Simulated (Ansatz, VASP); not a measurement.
Two plane-wave programs on SrTiO3 (Tausonite)

```
CELL_PARAMETERS angstrom
3.90528 0.00000 0.00000
0.00000 3.90528 0.00000
0.00000 0.00000 3.90528
ATOMIC_POSITIONS crystal
Sr 0.50000 0.50000 0.50000
Ti 0.00000 0.00000 0.00000
O 0.50000 0.00000 0.00000
O 0.00000 0.50000 0.00000
O 0.00000 0.00000 0.50000
```

Alike in both runs: task single point; functional r2SCAN; k mesh 6 × 6 × 6; occupations gaussian, width 0.1 eV; no spin polarisation.

|  | VASP | Ansatz |
| --- | --- | --- |
| version | VASP 6.6.1 | Ansatz 0.2.0 |
| potentials or method | VASP PAW PBE potentials, release 64 (Sr_sv, Ti_sv, O) | scalar-relativistic, plane waves, PAW |
| plane-wave cutoff (eV) | 520 | 500 |
| valence electrons in the cell | 40 | 40 |

|  | VASP | Ansatz | Ansatz less VASP |
| --- | --- | --- | --- |
| gap on the k mesh at the Fermi level (eV) | 2.28 | 2.26 | -0.012 |
| least direct gap on the mesh (eV) | 2.66 | 2.63 | -0.029 |
| pressure (GPa) | 1.2 | 0.2 | -0.92 |

Caveats: the PAW data sets were made with another functional, which shifts forces and pressure a little (VASP). r2SCAN opens gaps a little over a GGA but as a rule still falls short of measured ones. A k mesh can miss the band edges.
